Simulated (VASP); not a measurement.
Write the native input for VASP 6.6.1 that does the following.

```
Task                   : single point
Functional             : PBEsol
Potentials or basis    : VASP PAW PBE potentials, release 64 (O, H, N)
Cutoff                 : 520 eV
k mesh                 : 1 × 1 × 1
Occupations            : fermi-dirac, width 0.02 eV
Spin                   : no spin polarisation
Dipole correction      : no
Further INCAR settings : LREAL = Auto; ALGO = Normal; EDIFF = 1e-07; NBANDS = 56
```

The structure of H19NO8 lies in POSCAR:

```
H19NO8
1.0
    7.1315270000      0.0000000000      0.0000000000
    0.0000000000      7.1315270000      0.0000000000
    0.0000000000      0.0000000000      7.1315270000
O H N
8 19 1
Direct
    0.5851341515      0.1306732766     -0.0120591284
    0.2726064137      0.5660779241      0.5160605856
   -0.1038627492      0.2089173889      0.4496933125
    1.1616726684      0.3974043708      0.2429633934
    0.3594742052     -0.0460490439      0.4511796702
    0.4148760847      0.2070804752      0.7178546754
    0.2226732087      0.3853171978      0.9311049373
    0.6964427114      0.9555316835      0.8925718153
    0.8315049498     -0.0670122962     -0.1306592543
    0.5541169514      0.0104746150      0.0351397394
    0.2532557193      0.9168583390      0.4303846848
    0.2726064137      0.3572867354      0.1819946836
   -0.0591878850     -0.1125284949      0.5608476277
    0.0053985633      0.2203034497      0.5485921879
    1.4338023259      0.4783968426      0.7182052315
    1.0065866679      0.2940744668      0.0968376057
    0.3995918406      0.0520225192      0.5260023555
    0.4225742958      0.1841821534      0.1543147772
    0.3847282637      0.6953069097      0.4111181238
    0.4948589552      0.2213691402      0.8519634014
    0.1563760468      0.4485855554      0.7606365369
    0.2859836330      0.2380275641      0.9942330724
    0.5992405273      0.8648077754      0.3858079763
    0.7316806064      0.8184502421      0.3081808426
    0.1865378901      0.9227336586      0.7239403286
    0.0994457428      0.8664764222      0.9454917579
   -0.0424032609      0.8505050882      0.6637428422
    0.0655399608      0.9504696540      0.8089010951
```

The cell was built by a generator and needn't be a form met in nature.

The input as run:

INCAR

```
SYSTEM = H19NO8
ALGO = Normal ; EDIFF = 1E-7
ENCUT = 520 ; GGA = PS
ISIF = 2 ; ISMEAR = -1
LASPH = .TRUE. ; LCHARG = .FALSE.
LREAL = Auto ; LWAVE = .FALSE.
NBANDS = 56 ; NELM = 100
PREC = Accurate ; SIGMA = 0.02
```

KPOINTS

```
k-points
0
G
  1 1 1
  0 0 0
```

Potentials or basis: VASP PAW PBE potentials, release 64 (O, H, N).

The run is started by

```sh
$ cat potpaw_PBE.64/O/POTCAR potpaw_PBE.64/H/POTCAR potpaw_PBE.64/N/POTCAR > POTCAR
$ mpirun -np 1 vasp_gam > vasp.out
```

It gave:

- Pressure: -3.5 GPa
- Largest force: 14.093 eV/Å
- Band gap on the k mesh: 0.12 eV, direct

Caveat: the PAW data sets were made with another functional, which shifts forces and pressure a little.

It took 54 s on 1 thread of Intel(R) Xeon(R) Platinum 8488C (Sapphire Rapids) (shared host), peak memory 0.34 GiB.
